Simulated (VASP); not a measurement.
The system is LiF.

```
F Li
1.0
     2.55953    0.00000    0.00000
     0.00000    2.55953    0.00000
     0.00000    0.00000    2.55953
F Li
1 1
Direct
  0.50000 0.50000 0.50000
  0.00000 0.00000 0.00000
```

Measurements of this composition are mostly on another form, of space group No. 225.

* Program: VASP 6.6.1
* Task: single point
* Functional: PBE
* Potentials or basis: VASP PAW PBE potentials, release 64 (F, Li_sv)
* Cutoff: 520 eV
* k mesh: 10 × 10 × 10
* Occupations: fermi-dirac, width 0.05 eV
* Spin: no spin polarisation

On this cell: largest force zero by symmetry; band gap on the k mesh 7.51 eV, indirect (least direct gap 8.18 eV).

The same run follows on a disturbed copy (atoms moved at random, drawn with an rms of 0.05 Å):

```
CELL_PARAMETERS angstrom
2.55953 0.00000 0.00000
0.00000 2.55953 0.00000
0.00000 0.00000 2.55953
ATOMIC_POSITIONS crystal
F 0.51640 0.50799 0.50805
Li 0.01046 0.99481 0.01810
```

Task: What does the disturbed cell give?

Result: The energy moves by -0.2 meV/atom; largest force 0.016 eV/Å; band gap on the k mesh 7.51 eV, indirect (least direct gap 8.18 eV).

Forces in eV/Å, atoms in the order of the input:
```
F    0.006  0.012 -0.010
Li  -0.006 -0.012  0.010
```

A k mesh can miss the band edges.
